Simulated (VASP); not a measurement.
## KF (strained rocksalt): one PBE single-point calculation in two programs

```
K F
1.0
     0.00000    2.68555    2.68555
     2.68555    0.00000    2.68555
     2.68555    2.68555    0.00000
K F
1 1
Direct
  0.00000 0.00000 0.00000
  0.50000 0.50000 0.50000
```

Datasets and cutoffs are each program's own. VASP's cell holds 16 valence electrons and Ansatz's 16. Ansatz's stress includes a Pulay correction; VASP's doesn't.

Cutoffs: 520 eV in VASP, 420 eV in Ansatz. k meshes: 8×8×8 and 8×8×8.

|  | VASP | Ansatz |
| --- | --- | --- |
| gap between bands v and c | 6.09 eV | 6.10 eV |
| least direct gap | 6.09 eV | 6.10 eV |
| pressure | 0.9 GPa | 0.9 GPa |

Band v is the last that the valence electrons fill when counted band by band, and c is the next. Levels in eV from the top of v, Ansatz:

```csv
point,v−1,v,c,c+1
Γ,0.00,0.00,6.10,10.63
X,-0.06,-0.06,8.20,10.23
K,-0.20,-0.19,8.92,10.64
L,-0.33,-0.33,9.01,10.49
W,-0.17,-0.17,9.68,9.68
```

VASP:

```csv
point,v−1,v,c,c+1
Γ,0.00,0.00,6.09,10.64
X,-0.06,-0.06,8.19,10.22
K,-0.20,-0.19,8.91,10.65
L,-0.33,-0.33,9.00,10.49
W,-0.17,-0.17,9.68,9.68
```
